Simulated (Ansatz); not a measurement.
# Generalised stacking fault on (111) (glide set) of a GaP-AlP solid solution (72 atoms): support functions against a reference

Wanted: errors and times of a linear-scaling basis for generalised stacking fault on (111) (glide set) of a GaP-AlP solid solution (72 atoms). A setting counts as converged where the r.m.s. difference of forces stays under 1 % of the r.m.s. force.

Method: Kohn-Sham DFT, PBE, PAW (set soft_2), plane waves, in Ansatz 0.2.0.

**1. The starting structure**

The cell holds 72 atoms: 18 Al, 36 P and 18 Ga. Cell: a = 6.683 Å, b = 11.576 Å, c = 19.233 Å, α = 90.0°, β = 83.3°, γ = 90.0°. It derives from GaP and AlP. Zinc-blende GaP lattice (a = 5.4569 Å, the value set for the mixture), cell with z along [111], 1 x 3 x 2 periods; the third cell vector is tilted by 0.333 of 1/2[11-2] and lengthened by 0.2 Å, so the cell holds one fault (glide set); displaced by a Gaussian of 0.01 Å; 18 of 36 Ga sites given to Al at random (lattice constant by Vegard's rule between GaP and AlP).

What the set-up can't give: The host structure and its lattice constant were typed by rule, without a check against the phase diagram.

**2. Plane-wave single point**

The first run fixes the reference, at a cutoff of 420 eV.

Contents of input.yaml:

```yaml
crystal:
  lattice:
    - [6.68331, 0.0, 0.0]
    - [0.0, 11.57583, 0.0]
    - [2.22775, 0.0, 19.10326]
  atoms:
    - { symbol: Al, position: [0.49317, 0.16469, 0.0197] }
    - { symbol: P, position: [0.45532, 0.16679, 0.14378] }
    - { symbol: Ga, position: [0.77007, 0.16707, 0.18567] }
    - { symbol: P, position: [0.73287, 0.16841, 0.30947] }
    - { symbol: Ga, position: [0.99423, 0.00086, 0.0202] }
    - { symbol: P, position: [0.94768, 0.99994, 0.14529] }
    - { symbol: Al, position: [0.27244, 0.00026, 0.18533] }
    - { symbol: P, position: [0.22949, 0.99992, 0.30897] }
    - { symbol: Ga, position: [0.54811, 0.00057, 0.35109] }
    - { symbol: P, position: [0.50834, 0.99819, 0.47508] }
    - { symbol: Al, position: [0.49252, 0.50025, 0.01993] }
    - { symbol: P, position: [0.45179, 0.50019, 0.14412] }
    - { symbol: Ga, position: [0.76968, 0.49929, 0.18554] }
    - { symbol: P, position: [0.73057, 0.49907, 0.30821] }
    - { symbol: Al, position: [0.99428, 0.33292, 0.0212] }
    - { symbol: P, position: [0.95057, 0.3325, 0.14419] }
    - { symbol: Ga, position: [0.27123, 0.33346, 0.18511] }
    - { symbol: P, position: [0.23075, 0.33304, 0.30974] }
    - { symbol: Al, position: [0.54985, 0.33354, 0.34983] }
    - { symbol: P, position: [0.51169, 0.33383, 0.47335] }
    - { symbol: Ga, position: [0.05087, 0.16518, 0.34972] }
    - { symbol: P, position: [0.00898, 0.16589, 0.47316] }
    - { symbol: Ga, position: [0.32604, 0.16698, 0.51505] }
    - { symbol: P, position: [0.28601, 0.16713, 0.63881] }
    - { symbol: Al, position: [0.60833, 0.16577, 0.67972] }
    - { symbol: P, position: [0.56343, 0.16812, 0.80432] }
    - { symbol: Ga, position: [0.82819, 0.99898, 0.51551] }
    - { symbol: P, position: [0.7859, 0.00038, 0.63795] }
    - { symbol: Al, position: [0.1071, 0.99979, 0.68001] }
    - { symbol: P, position: [0.06554, 0.99964, 0.80309] }
    - { symbol: Ga, position: [0.38611, 0.00029, 0.84556] }
    - { symbol: P, position: [0.34412, 0.99913, 0.9693] }
    - { symbol: Ga, position: [0.4929, 0.83227, 0.02075] }
    - { symbol: P, position: [0.45171, 0.83227, 0.14452] }
    - { symbol: Al, position: [0.77272, 0.834, 0.18553] }
    - { symbol: P, position: [0.72936, 0.83366, 0.3098] }
    - { symbol: Ga, position: [0.99302, 0.66708, 0.0211] }
    - { symbol: P, position: [0.95231, 0.66769, 0.14438] }
    - { symbol: Al, position: [0.26913, 0.66656, 0.18487] }
    - { symbol: P, position: [0.23103, 0.66552, 0.30996] }
    - { symbol: Al, position: [0.55401, 0.66677, 0.35088] }
    - { symbol: P, position: [0.50892, 0.66695, 0.47434] }
    - { symbol: Ga, position: [0.05175, 0.4993, 0.34953] }
    - { symbol: P, position: [0.00871, 0.49988, 0.47545] }
    - { symbol: Al, position: [0.32687, 0.49997, 0.51595] }
    - { symbol: P, position: [0.28697, 0.50024, 0.63909] }
    - { symbol: Al, position: [0.60592, 0.49908, 0.68094] }
    - { symbol: P, position: [0.56451, 0.50033, 0.80384] }
    - { symbol: Al, position: [0.82826, 0.33394, 0.51502] }
    - { symbol: P, position: [0.78763, 0.3328, 0.63998] }
    - { symbol: Al, position: [0.10708, 0.33503, 0.67968] }
    - { symbol: P, position: [0.06645, 0.33295, 0.80581] }
    - { symbol: Ga, position: [0.3838, 0.3315, 0.84581] }
    - { symbol: P, position: [0.34671, 0.33201, 0.96894] }
    - { symbol: Al, position: [0.8834, 0.16751, 0.84539] }
    - { symbol: P, position: [0.84301, 0.16751, 0.96848] }
    - { symbol: Al, position: [0.0467, 0.83139, 0.35079] }
    - { symbol: P, position: [0.00847, 0.83433, 0.47359] }
    - { symbol: Al, position: [0.326, 0.83207, 0.51549] }
    - { symbol: P, position: [0.28532, 0.83381, 0.63928] }
    - { symbol: Ga, position: [0.60452, 0.83262, 0.68084] }
    - { symbol: P, position: [0.56341, 0.83534, 0.80375] }
    - { symbol: Ga, position: [0.8253, 0.66741, 0.51579] }
    - { symbol: P, position: [0.78775, 0.66631, 0.6391] }
    - { symbol: Ga, position: [0.10857, 0.66597, 0.67865] }
    - { symbol: P, position: [0.06341, 0.66618, 0.8038] }
    - { symbol: Ga, position: [0.38578, 0.66634, 0.84504] }
    - { symbol: P, position: [0.34476, 0.66693, 0.96825] }
    - { symbol: Ga, position: [0.88598, 0.50025, 0.84606] }
    - { symbol: P, position: [0.84223, 0.49922, 0.97104] }
    - { symbol: Al, position: [0.88812, 0.83486, 0.84413] }
    - { symbol: P, position: [0.84311, 0.83301, 0.96964] }
kpoints:
  mp_grid: { grid: [2, 1, 1] }
hamiltonian:
  xc: pbe
scf:
  occupations: { method: fermi_dirac, width: 0.025 }
output:
  forces: true
  stress: true
  populations: true
  dos:
    method: { smearing: { sigma: 0.08 } }
    de: 0.1
    projected: { site_lists: { Al: [Al], Ga: [Ga], P: [P] } }
  eigenvalues: true
  write_density: true
  write_potential: true
  volumetric_format: npy
```

The run is started by

```sh
> ansatz run input.yaml --threads 4 --pin off --max-ram 8192MiB --backend cpu --events-out ev --progress --plain --runs-dir out
```

Numbers of over 12 decimals in the logs are rounded to 6 here.

Log:

```text
Engine: ansatz 0.2.0, aarch64-unknown-linux-gnu
Pseudopotentials: kind: paw
Pseudopotential: Al, paw, valence charge 3, recommended cutoff 420 eV (normal), Al.paw.azcp
Pseudopotential: P, paw, valence charge 5, recommended cutoff 420 eV (normal), P.paw.azcp
Pseudopotential: Ga, paw, valence charge 13, recommended cutoff 420 eV (normal), Ga.paw.azcp
[... 5 lines on functional and potentials left out ...]
Crystal: 72 atoms, lattice volume = 1477.921 Å³
Basis set: ecut = 420 eV, 28905 PW (Γ), exchange–correlation on 90×160×270 points (8 copies of the dense FFT grid, shifted against one another)
Bands: 306, of which v1, the nominal top of the filled ones, is band 234 counted from 1 (233 counted from 0)
Symmetry: 1 space group operations
Space group: P1 (ITA 1), of the structure as read, at distance tolerance 1.1e-4 Å
k-points: 2
[... 7 lines on functional and potentials left out ...]
Initial density: superposition of atomic densities (neutral atoms: chi_scale 0, normalization atom), corrected by the library's trained network
Initial wavefunctions: pseudopotential atomic-orbital guess
Functional: x = pbe(κ = 0.804, μ = 0.219515), c = pbe(β = 0.066725)
SCF iter   1: F=—  HF=-105008.101892 eV  |F-HF|=—  |Δ(HF+E_count)|=         —  Δρ=1.96e-3  dr2=8.68e-2  ethr=1.77e-3  ⟨swp⟩=8.0  Hψ=2862  notcnv=0  defer=49
preconditioner: auto → Resta (q_TF=auto, 2.252 Å⁻¹)  ε∞=4.0  [insulator: Δε(μ)=1.477 eV  Ē_g=12.107 eV  σ=0.025 eV  W_gap=1.00  n_scr=292 (ndim 8)  ℏωp=20.9 eV  f_vac=0.001  D(μ)=0.00/eV (n_scr^D=0)  ε∞_Penn≈4.0]
SCF iter   2: F=—  HF=-105008.058212 eV  |F-HF|=—  |Δ(HF+E_count)|=   4.37e-2  Δρ=1.18e-3  dr2=1.82e-2  ethr=1.85e-5  ⟨swp⟩=2.5  Hψ=1186  notcnv=0  defer=132
SCF iter   3: F=—  HF=-105008.058662 eV  |F-HF|=—  |Δ(HF+E_count)|=   4.50e-4  Δρ=5.07e-4  dr2=3.91e-3  ethr=3.88e-6  ⟨swp⟩=2.0  Hψ=946  notcnv=0  defer=132
SCF iter   4: F=—  HF=-105008.058333 eV  |F-HF|=—  |Δ(HF+E_count)|=   3.29e-4  Δρ=1.41e-4  dr2=4.13e-4  ethr=8.36e-7  ⟨swp⟩=2.0  Hψ=942  notcnv=0  defer=132
SCF iter   5: F=—  HF=-105008.058452 eV  |F-HF|=—  |Δ(HF+E_count)|=   1.19e-4  Δρ=6.20e-5  dr2=6.32e-5  ethr=8.82e-8  ⟨swp⟩=2.0  Hψ=948  notcnv=0  defer=132
SCF iter   6: F=—  HF=-105008.058301 eV  |F-HF|=—  |Δ(HF+E_count)|=   1.51e-4  Δρ=1.88e-5  dr2=1.25e-5  ethr=1.35e-8  ⟨swp⟩=2.5  Hψ=949  notcnv=0  defer=132
SCF iter   7: F=—  HF=-105008.058303 eV  |F-HF|=—  |Δ(HF+E_count)|=   1.65e-6  Δρ=6.24e-6  dr2=9.39e-7  ethr=2.66e-9  ⟨swp⟩=2.0  Hψ=941  notcnv=0  defer=132
SCF iter   8: F=—  HF=-105008.058303 eV  |F-HF|=—  |Δ(HF+E_count)|=   4.37e-7  Δρ=2.57e-6  dr2=2.08e-7  ethr=2.01e-10  ⟨swp⟩=3.0  Hψ=1047  notcnv=0  defer=132
SCF iter   9: F=-105008.058303 eV  HF=-105008.058303 eV  |F-HF|=3.28e-8  |Δ(HF+E_count)|=   3.81e-8  Δρ=1.06e-6  dr2=3.14e-8  ethr=2.14e-11  ⟨swp⟩=19.5  Hψ=5529  notcnv=0
SCF 1 converged in 9 iterations: F = -105008.058303 eV  dr2 = 3.14e-8
  greatest PAW one-centre occupation: 0.994 electrons in one spin orbital (limit 2), on the Ga atom at site 36 (counted from 0), in its partial waves of l = 2
SCF converged after 9 iterations
Free energy (F): -105008.058303 eV
Harris-Foulkes:  -105008.058303 eV  (|F-HF|=3.28e-8)
Internal energy: -105008.058303 eV  (E = F + TS)
E sigma→0 (E₀):  -105008.058303 eV
Fermi energy:    6.975373 eV
--- Per-component energies (eV) ---
  E_band       = -1148.512298
  E_kinetic    = 5039.525473
  E_local      = -48242.738747  (includes V_loc(G=0)·N_el)
  E_nonlocal   = 9065.057237
  E_hartree    = 22253.017201
  E_xc         = -4177.032337
  E_vxc        = -3757.543997  (∫ρ·V_xc dr)
  E_paw        = -64722.047411  (= ΣΔE_a)
  E_vpaw       = -7758.855936  (= ΣTr[D̂ρ^β])
  E_aug_tail   = -0.001930  (compensation charges beyond the density's cutoff)
  E_ewald      = -24223.837789
  E_smearing   = -0.000000  (= −TS)
  E_closure    = -0.000000  (closes the sum)
  Σ components = -105008.058303   (vs F -105008.058303, Δ=0.00e0)
--- Forces (eV/Å), atoms counted from 1 ---
  atom   1  Al     0.10698886     0.11680910    -1.11525571
  atom   2  P     -0.33526280    -0.02255301    -0.10988877
  atom   3  Ga     0.09048519    -0.05640089     0.16577439
  atom   4  P     -0.25215557    -0.26240632    -0.07240225
  atom   5  Ga    -0.09322486    -0.05784809    -0.97326238
  atom   6  P      0.36896706     0.14946055    -0.29838545
  atom   7  Al    -0.09713242     0.00212014    -0.07458249
  atom   8  P      0.02002112    -0.25768276    -0.06956282
  atom   9  Ga     0.06268781     0.13362706     0.06104674
  atom  10  P     -0.08497286     0.20512908    -0.11043505
  atom  11  Al     0.00504036    -0.04746540    -1.13241595
  atom  12  P     -0.13185308     0.01862139    -0.16072234
  atom  13  Ga     0.10688646     0.11482733    -0.12068258
  atom  14  P      0.03211227     0.14921160     0.20223583
[...]
atom  71  Al    -0.25990667    -0.20114363     0.32019680
  atom  72  P      0.01918519     0.07722868     0.87661386
  max |Σ_I F_I| component: 3.47e-5 eV/Å
--- Stress (GPa, compression-positive) ---
        1.119563      -0.048508       0.109103
       -0.048507       3.102589       0.033705
        0.109120       0.033704       0.629280
  P = ⅓ Tr σ = 1.6171 GPa (16.171 kbar)
--- Band table (eV) ---
  k-point 0: bands = ["-8.5740", "-8.5571", "-8.5445", "-8.5399", [... 290 levels ...], "10.7094", "10.7467", "10.7741", "10.7891", "10.8258", "10.8406", "10.8727", "10.9581", "11.0752", "11.0834", "11.1043", "11.1301"]
  k-point 1: bands = ["-8.5745", "-8.5609", "-8.5493", "-8.5372", [... 290 levels ...], "10.8329", "10.8659", "10.8912", "10.9201", "10.9310", "10.9472", "10.9657", "10.9898", "11.0302", "11.0392", "11.1167", "11.1360"]
--- Löwdin populations: 72 sites ---
  site symbol       q [e]
     0     Al      2.6096
     1      P      5.1819
     2     Ga     12.9298
[...]
71      P      5.1205
  spilling = 0.004278 (of n_electrons = 468.000000)
```

Wall time 45 s (4 threads of Arm Neoverse V2, shared host); peak memory 4.5 GiB.

Reading the cycles: dr2 is the Hartree energy of the density residual (eV), the measure of convergence; HF is the Harris–Foulkes estimate of the energy, which meets the free energy F at convergence.

Numbers from this run:

| Quantity | Value |
| --- | --- |
| free energy | -105008.0583 eV |
| free energy per atom | -1458.4453 eV/atom |
| SCF cycles | 9 |
| pressure | 1.617 GPa |
| r.m.s. force component | 0.314 eV/Å |
| longest force | 1.397 eV/Å |
| Fermi energy | 6.975 eV |
| gap (highest filled to lowest empty level) | 1.408 eV |
| spilling of the projection | 0.004278 |

The r.m.s. force component of 0.31 eV/Å sets the scale for the differences below.

**3. Support functions medium**

The cell is solved in localised support functions. The level medium gives here a grid of 30×54×90 points and a radius of 4.09 Å.

This step: Kohn-Sham DFT, PBE, PAW (set soft_2), localised support functions (medium) (Ansatz 0.2.0).

input.yaml, the sections that differ from step 2:

```yaml
scf:
  occupations: { method: fermi_dirac, width: 0.025 }
  eigensolver: { kind: { support_functions: { accuracy: medium } } }
  mixing: { beta: 0.4 }
  max_iter: 150
output:
  forces: true
# crystal, kpoints, hamiltonian: as in step 2
```

Log:

```text
Warning: scf.eigensolver.kind.support_functions: disabling space-group detection — the functions' gradient is summed over unrotated k-points, so no spatial operation reduces the k-mesh or symmetrises the density; time reversal is kept, so that k and −k are solved as one point where they differ and the mesh holds both, and exact exchange and, on two spinor components, a DFT+U term hold to it where the run has them: [...]
settings of this run that can trade accuracy for cost: scf.eigensolver.kind.support_functions [...]
[...]
Crystal: 72 atoms, lattice volume = 1477.921 Å³
Basis set: ecut = 420 eV, 28905 PW (Γ), exchange–correlation on 90×160×270 points (8 copies of the dense FFT grid, shifted against one another)
Bands: 281, of which v1, the nominal top of the filled ones, is band 234 counted from 1 (233 counted from 0)
Symmetry: 1 space group operations
k-points: 2
[...]
Eigensolver: Support functions (medium, 30×54×90 points, laid for a spacing of at most 0.228497 Å, radius 4.085738 Å, 2 species' potentials softened for the grid, 3 wholly corrected for its errors in the mean over positions, 3 with the egg-box correction, energy correction by stochastic trace)
[...]
SCF iter   1: F=—  HF=-104985.047540 eV  |F-HF|=—  |Δ(HF+E_count)|=         —  Δρ=3.74e-2  dr2=1.99e1  ethr=1.00e-1
[...]
SCF iter  12: F=—  HF=-105008.086651 eV  |F-HF|=—  |Δ(HF+E_count)|=   1.92e-3  Δρ=1.25e-5  dr2=2.41e-6  ethr=8.41e-9  κ⁻¹=4.0e-6(r=7)
SCF iter  13: F=-105008.088248 eV  HF=-105008.088248 eV  |F-HF|=1.13e-8  |Δ(HF+E_count)|=   1.60e-3  Δρ=6.22e-6  dr2=7.80e-7  ethr=5.16e-10
SCF 1 converged in 13 iterations: F = -105008.119702 eV  dr2 = 7.80e-7
[...]
SCF converged after 13 iterations
Stability not checked: this state was not tested for a lower state beside it, because the mixer in use, unlike msr1, does not test its closes by its own steps (another_mixer; see scf.mixing.algorithm and scf.lower_state_search)
Free energy (F): -105008.119702 eV
[...]
Internal energy: -105008.119702 eV  (E = F + TS)
E sigma→0 (E₀):  -105008.119702 eV
Fermi energy:    6.975515 eV
[...]
Σ components = -105008.119702   (vs F -105008.119702, Δ=0.00e0)
--- Forces (eV/Å), atoms counted from 1 ---
  atom   1  Al     0.10690830     0.11679104    -1.11558662
  atom   2  P     -0.33563624    -0.02319487    -0.11019728
  atom   3  Ga     0.09038717    -0.05638518     0.16570579
  atom   4  P     -0.25234089    -0.26205311    -0.07194834
[...]
atom  72  P      0.01918808     0.07715006     0.87684144
  max |Σ_I F_I| component: 2.95e-3 eV/Å
--- Band table (eV) ---
[...]
guard bands above this table: 40 of the run's 281 bands (output.publish_guard_bands: true publishes all)
[...]
```

The job ended after 86 s (4 threads; peak memory 2.8 GiB).

The program notes that the band table was not solved further than the SCF left it and it switched symmetry off.

Keys that differ from the reference: support_functions.accuracy = "medium", scf.max_iter = 150 and scf.mixing.beta = 0.4.

Forces differ from the reference by 0.29 meV/Å r.m.s., 0.092 % of their size, well within a tolerance of 1 %; the energy by -0.85 meV/atom. It took 86 s and 13 cycles; the reference's time can't be set against it, since the two runs asked for unlike analyses. The two runs also began from different starting densities, which bears on cycles and time.

**4. Support functions low**

The level low is asked for. Here it resolves to the same grid and radius as in the run with support functions medium, so the basis is not new.

This step: Kohn-Sham DFT, PBE, PAW (set soft_2), localised support functions (low) (Ansatz 0.2.0).

input.yaml, the sections that differ from step 3:

```yaml
scf:
  occupations: { method: fermi_dirac, width: 0.025 }
  eigensolver: { kind: { support_functions: { accuracy: low } } }
  mixing: { beta: 0.4 }
  max_iter: 150
# crystal, kpoints, hamiltonian, output: as in step 3
```

Log:

```text
[...]
Crystal: 72 atoms, lattice volume = 1477.921 Å³
Basis set: ecut = 420 eV, 28905 PW (Γ), exchange–correlation on 90×160×270 points (8 copies of the dense FFT grid, shifted against one another)
Bands: 281, of which v1, the nominal top of the filled ones, is band 234 counted from 1 (233 counted from 0)
Symmetry: 1 space group operations
k-points: 2
[...]
Eigensolver: Support functions (low, 30×54×90 points, laid for a spacing of at most 0.228497 Å, radius 4.085738 Å, 2 species' potentials softened for the grid, 3 wholly corrected for its errors in the mean over positions, 3 with the egg-box correction, energy correction by stochastic trace)
[...]
SCF iter   1: F=—  HF=-104985.047540 eV  |F-HF|=—  |Δ(HF+E_count)|=         —  Δρ=3.74e-2  dr2=1.99e1  ethr=1.00e-1
[...]
SCF iter  11: F=—  HF=-105008.084732 eV  |F-HF|=—  |Δ(HF+E_count)|=   2.35e-3  Δρ=5.01e-5  dr2=3.94e-5  ethr=1.79e-8  κ⁻¹=2.2e-6(r=7)
SCF iter  12: F=-105008.086648 eV  HF=-105008.086651 eV  |F-HF|=2.77e-6  |Δ(HF+E_count)|=   1.92e-3  Δρ=1.25e-5  dr2=2.41e-6  ethr=8.41e-9
SCF 1 converged in 12 iterations: F = -105008.119724 eV  dr2 = 2.41e-6
[...]
SCF converged after 12 iterations
[...]
Free energy (F): -105008.119724 eV
[...]
Internal energy: -105008.119724 eV  (E = F + TS)
E sigma→0 (E₀):  -105008.119724 eV
Fermi energy:    6.975506 eV
[...]
Σ components = -105008.119724   (vs F -105008.119724, Δ=0.00e0)
--- Forces (eV/Å), atoms counted from 1 ---
  atom   1  Al     0.10695251     0.11679940    -1.11566559
  atom   2  P     -0.33565744    -0.02318180    -0.11010542
  atom   3  Ga     0.09036898    -0.05642658     0.16562228
  atom   4  P     -0.25223934    -0.26213190    -0.07190535
[...]
atom  72  P      0.01917102     0.07717545     0.87702037
  max |Σ_I F_I| component: 3.17e-3 eV/Å
--- Band table (eV) ---
[...]
```

It took 76 s on 4 threads; peak memory 2.8 GiB; 4.9 min of CPU time.

Keys that differ from the reference: support_functions.accuracy = "low", scf.max_iter = 150 and scf.mixing.beta = 0.4.

Forces differ from the reference by 0.29 meV/Å r.m.s., 0.093 % of their size, well within a tolerance of 1 %; the energy by -0.85 meV/atom. It took 76 s and 12 cycles; the reference's time can't be set against it, since the two runs asked for unlike analyses. The two runs also began from different starting densities, which bears on cycles and time.

(Part 1 of 3 ends here.)

[Logs are printed without paths, hosts, clocks, repeated set-up lines and the standing remarks that a program may print on its own settings, such as how far it seeks lower states.]

[Hosts, paths, dates, database ids (printed as entryN), source tags and the programs' standing remarks are cut or masked in the printed files.]
